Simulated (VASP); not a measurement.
## Te2Mo: density of states with PBEsol

Crystal: Te2Mo.

```xyz
12
Lattice="6.3300 0.0000 0.0000 0.0000 3.4690 0.0000 -0.9468 0.0000 13.8276" Properties=species:S:1:pos:R:3 pbc="T T T"
Te    5.4013    2.6018    8.3588
Te   -0.0181    0.8672    5.4688
Te    4.9099    0.8672   11.7728
Te    0.4733    2.6018    2.0548
Te    1.7550    2.6018   12.3826
Te    3.6282    0.8672    1.4450
Te    2.1916    0.8672    8.9658
Te    3.1917    2.6018    4.8618
Mo    4.2299    2.6018   13.7253
Mo    1.1533    0.8672    0.1023
Mo    3.8493    0.8672    6.8225
Mo    1.5339    2.6018    7.0051
```

```json
{
  "Program": "VASP 6.6.1",
  "Task": "density of states",
  "Functional": "PBEsol",
  "Potentials or basis": "VASP PAW PBE potentials, release 64 (Te, Mo_sv)",
  "Cutoff": "520 eV",
  "k mesh": "3 × 6 × 2",
  "Occupations": "gaussian, width 0.02 eV",
  "Spin": "no spin polarisation",
  "k mesh for the DOS": "5 × 9 × 3",
  "Occupations for the DOS": "tetrahedron",
  "Further INCAR settings": "ALGO = Fast; EDIFF = 1e-06; NBANDS = 64"
}
```

* Valence electrons inside the program's atomic spheres: Te 3.38, 3.41; Mo 12.40, 12.42

Levels at points of the mesh, in eV from the Fermi level:
```csv
k point,band 50,band 51,band 52,band 53,band 54,band 55
"(0.00, 0.00, 0.00)",-0.14,0.08,0.10,0.40,0.65,0.89
```

States per cell in windows of 1 eV (zero at the Fermi level; states under -8 eV left out):
```
from (eV)  total  Mo11_d  Mo12_d  Mo9_d  Mo10_d  Te7_p  Te8_p
     -8.0   0.00    0.00    0.00   0.00    0.00   0.00   0.00
     -7.0   0.00    0.00    0.00   0.00    0.00   0.00   0.00
     -6.0   6.23    0.20    0.20   0.18    0.18   0.25   0.25
     -5.0   8.93    0.35    0.35   0.34    0.34   0.34   0.34
     -4.0  10.71    0.60    0.60   0.59    0.59   0.45   0.45
     -3.0  11.87    0.96    0.96   0.95    0.95   0.44   0.44
     -2.0  13.35    1.28    1.28   1.28    1.28   0.36   0.36
     -1.0   5.67    0.53    0.53   0.57    0.57   0.13   0.13
      0.0   6.98    1.03    1.03   0.93    0.93   0.11   0.11
      1.0  10.51    1.43    1.43   1.50    1.50   0.21   0.21
      2.0   6.92    0.77    0.77   0.80    0.80   0.20   0.20
      3.0   0.24    0.02    0.02   0.02    0.02   0.01   0.01
      4.0   0.00    0.00    0.00   0.00    0.00   0.00   0.00
      5.0   0.00    0.00    0.00   0.00    0.00   0.00   0.00
```

It took 8.8 min on 1 thread of AMD EPYC 9R45 96-Core Processor (Zen 5), with other jobs on the host, peak memory 0.69 GiB.

 Spin-orbit coupling is left out, which matters for the levels of Te.
